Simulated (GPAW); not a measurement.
Crystal: BN.

```
N B
1.0
     0.00000    1.81300    1.81300
     1.81300    0.00000    1.81300
     1.81300    1.81300    0.00000
N B
1 1
Direct
  0.75000 0.75000 0.75000
  0.00000 0.00000 0.00000
```

The cell is a database's computed one.

Program: GPAW 26.7.0. Alike in all runs: no spin polarisation; cell as given. Hardware: 1 thread of Arm Neoverse V1, with other jobs on the host.

**Question.** Order these runs on this cell by their wall time, lowest first.
A. task single point; level TB-mBJ; potentials or basis GPAW PAW data sets for LDA (gpaw-data 1.2.1), pw; k mesh 10 × 10 × 10; cutoff (eV) 800; smearing fermi-dirac 0.05 eV
B. task band structure; level PBE; potentials or basis SG15 ONCV 1.2, pw; k mesh 10 × 10 × 10; cutoff (eV) 1100; smearing fermi-dirac 0.05 eV; band path GXWKGLUWLK,UX; band points 60
C. task electron localisation function; level RPBE; potentials or basis the program's PAW data sets (release 1.2.1) made for this functional, pw; k mesh 8 × 8 × 8; cutoff (eV) 680; smearing fermi-dirac 0.01 eV

**Answer.** C (4.6 s), B (18 s), A (39 s).

Caveats: a model potential gives levels but no total energy (some runs).

Not every run made on this cell is shown here.
